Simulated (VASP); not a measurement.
Wanted: the native input for a VASP 6.6.1 run.

```
Task                   : electric field gradients
Functional             : LDA
Potentials or basis    : VASP PAW LDA potentials, release 64 (Br)
Cutoff                 : 520 eV
k mesh                 : 16 × 16 × 16
Occupations            : fermi-dirac, width 0.05 eV
Spin                   : no spin polarisation
Further INCAR settings : ALGO = Fast; EDIFF = 1e-07
```

The structure of Br lies in POSCAR:

```
Br
1.0
   -1.2867684050      1.7199972000      3.5779911600
    1.2867684050     -1.7199972000      3.5779911600
    1.2867684050      1.7199972000     -3.5779911600
Br
1
Direct
    0.0000000000      0.0000000000      0.0000000000
```

These files were run (other wordings do the same):

INCAR

```
PREC = Accurate ; ENCUT = 520
EDIFF = 1E-7 ; ISMEAR = -1
SIGMA = 0.05 ; LREAL = F
LASPH = T ; NELM = 80
ALGO = Fast ; ISIF = 2
LWAVE = F ; LCHARG = F
GGA = CA ; LEFG = T
```

KPOINTS

```
Automatic mesh
0
Gamma
  16 16 16
```

Potentials or basis: VASP PAW LDA potentials, release 64 (Br).

Run with:

```console
$ cat potpaw_LDA.64/Br/POTCAR > POTCAR
$ mpirun -np 1 vasp_std > vasp.out
```

Results of the run:

```json
{"Pressure": "-2.1 GPa", "Band gap on the k mesh": "none (metal or under the smearing width)"}
```

Caveat: an odd number of electrons without spin polarisation forces a metal; a magnetic or distorted state may lie lower.

Wall time 100 s on 1 thread of AMD EPYC 9R45 96-Core Processor (Zen 5), with other jobs on the host, peak memory 0.24 GiB.
